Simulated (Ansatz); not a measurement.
ZnS: band structure with PBE

**Measured values to compare with.**

From “Electronic, vibrational, and thermodynamic properties of ZnS (zincblende and rocksalt structure)”, 2009, arxiv:0911.5022, for a bulk crystal of ZnS at 19 K: band gap 3.85 eV (direct).

The system is ZnS.

```
Zn S
1.0
     0.00000    2.70200    2.70200
     2.70200    0.00000    2.70200
     2.70200    2.70200    0.00000
Zn S
1 1
Direct
  0.75000 0.75000 0.75000
  0.00000 0.00000 0.00000
```

```json
{
 "Program": "Ansatz 0.2.0",
 "Task": "band structure",
 "Functional": "PBE",
 "Potentials or basis": "all-electron LAPW, scalar-relativistic",
 "Cutoff": "280 eV (chosen from the basis error)",
 "Basis error allowed": "0.001 eV/atom",
 "k mesh": "9 × 9 × 9",
 "Occupations": "fermi-dirac, width 0.05 eV",
 "Spin": "no spin polarisation"
}
```

```json
{
  "Pressure": "1.6 GPa",
  "Band gap on the k mesh": "2.11 eV, direct",
  "Band gap along the path": "2.11 eV, direct"
}
```

Levels at the corners of the path, in eV from the valence-band top:
```tsv
point	band 15	band 16	band 17	band 18	band 19	band 20
Γ	0.00	0.00	0.00	2.11	6.37	6.37
X	-4.55	-2.22	-2.22	3.40	4.07	10.96
W	-4.58	-2.75	-2.71	5.69	6.03	7.86
K	-4.62	-3.11	-1.80	4.13	5.96	9.35
Γ	0.00	0.00	0.00	2.11	6.37	6.37
L	-5.29	-0.87	-0.87	3.31	6.90	6.90
U	-4.62	-3.11	-1.80	4.13	5.96	9.35
W	-4.58	-2.75	-2.71	5.69	6.03	7.86
```

It took 13 s on 1 thread of Intel(R) Xeon(R) Platinum 8375C CPU @ 2.90GHz (Ice Lake), with other jobs on the host, peak memory 0.31 GiB.

Measured gap of ZnS: 3.85 eV (direct; 19 K; quoted in “Electronic, vibrational, and thermodynamic properties of ZnS (zincblende and rocksalt structure)”, 2009, arxiv:0911.5022). This calculation gives 2.11 eV (-1.74 eV). The value is that of PBE, without temperature or zero-point motion. Semilocal functionals fall short of measured gaps as a rule.
